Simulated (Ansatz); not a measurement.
The cell comes from COD entry 9008559, which wasn't checked; take it as a given geometry. The listed cell was then made from it by scaling, straining or moving an atom.

An input for Zr: DFT, PBEsol, PAW with Ansatz's default frozen-core files, scalar-relativistic (Ansatz 0.2.0). The PAW files were made with PBE; their cores are remade for this functional.

Command: `ansatz run input.yaml --threads 1 --pin off --max-ram 3072MiB --backend cpu --events-out ev --progress --plain --runs-dir out` The run took 5 s on 1 thread of Arm Neoverse V2, with other jobs on the host, peak memory 0.39 GiB.

```yaml
crystal:
  lattice:
    - [-1.8462, 1.8462, 1.81]
    - [1.8462, -1.8462, 1.81]
    - [1.8462, 1.8462, -1.81]
  atoms:
    - { symbol: Zr, position: [0.0, 0.0, 0.0] }
kpoints:
  mp_grid: { grid: [14, 14, 14] }
scf:
  occupations: { method: fermi_dirac, width: 0.08 }
hamiltonian:
  xc: pbesol
  pseudopotentials: { kind: paw }
output:
  forces: true
  stress: true
  eigenvalues: true
  efg: { contact_densities: true }
  write_density: true
  write_potential: true
  elf: true
  volumetric_format: npy
```

Set-up and iterations as logged by Ansatz (the results part is left out, to be predicted):

```
Engine: ansatz 0.2.0
Pseudopotentials: kind: paw
Pseudopotential: Zr, paw, valence charge 12, recommended cutoff 420 eV (normal)
Functional definition: PBEsol
  exchange = pbesol_x
  correlation = pbesol_c
Crystal: 1 atoms, lattice volume = 24.677 Å³
Basis set: ecut = 420 eV, 475 PW (Γ), exchange–correlation on 48×48×48 points (8 copies of the dense FFT grid, shifted against one another)
Bands: 10, of which v1, the nominal top of the filled ones, is band 6 counted from 1 (5 counted from 0)
Symmetry: 16 space group operations
Space group: I4/mmm (ITA 139), of the structure as read, at distance tolerance 2.9e-5 Å
k-points: 244 of 2744
Non-local potential: Zr, projectors of the file, l = 0: 3, l = 1: 2, l = 2: 2, l = 3: 2
PAW form: soft (Blöchl's): semilocal exchange-correlation on the pseudo side does not see the compensation charge
PAW frozen core: Zr, regenerated for the run's functional, and the local potential with it (the file was generated under x = pbe(κ = 0.804, μ = 0.2195149727645171), c = pbe(β = 0.06672455060314922))
PAW one-centre angular grid: Zr, 590 points (default); XC on 64 Gauss nodes
Initial density: superposition of atomic densities (neutral atoms: chi_scale 0, normalization atom), corrected by the library's trained network
Initial wavefunctions: pseudopotential atomic-orbital guess
Functional: x = pbesol(κ = 0.804, μ = 0.12345679012345678), c = pbesol(β = 0.046)
SCF iter   1: F=—  HF=-4128.499972 eV  |F-HF|=—  |Δ(HF+E_count)|=         —  Δρ=2.81e-3  dr2=1.09e-3  ethr=1.77e-3  ⟨swp⟩=5.1  Hψ=13756  notcnv=0
SCF iter   2: F=—  HF=-4128.499449 eV  |F-HF|=—  |Δ(HF+E_count)|=   5.22e-4  Δρ=1.63e-3  dr2=3.74e-4  ethr=9.12e-6  ⟨swp⟩=1.9  Hψ=5162  notcnv=0
SCF iter   3: F=—  HF=-4128.499467 eV  |F-HF|=—  |Δ(HF+E_count)|=   1.75e-5  Δρ=3.10e-4  dr2=1.78e-5  ethr=3.12e-6  ⟨swp⟩=1.0  Hψ=2440  notcnv=0
SCF iter   4: F=—  HF=-4128.499463 eV  |F-HF|=—  |Δ(HF+E_count)|=   3.60e-6  Δρ=1.35e-4  dr2=2.20e-6  ethr=1.49e-7  ⟨swp⟩=1.0  Hψ=2467  notcnv=0
iter 5 did not close the SCF: its close was put off for the readings that it lacked (scf_convergence_deferred on its scf_iter line)
SCF iter   5: F=-4128.499463 eV  HF=-4128.499463 eV  |F-HF|=6.99e-8  |Δ(HF+E_count)|=   5.41e-7  Δρ=1.69e-5  dr2=9.91e-8  ethr=1.83e-8  ⟨swp⟩=2.0  Hψ=3657  notcnv=0
SCF iter   6: F=-4128.499463 eV  HF=-4128.499463 eV  |F-HF|=2.29e-9  |Δ(HF+E_count)|=   3.50e-8  Δρ=6.31e-6  dr2=5.54e-9  ethr=8.26e-10  ⟨swp⟩=5.0  Hψ=13256  notcnv=0
```

Problem. What pressure will this run report?

Solution. -9.28 GPa (positive in compression).
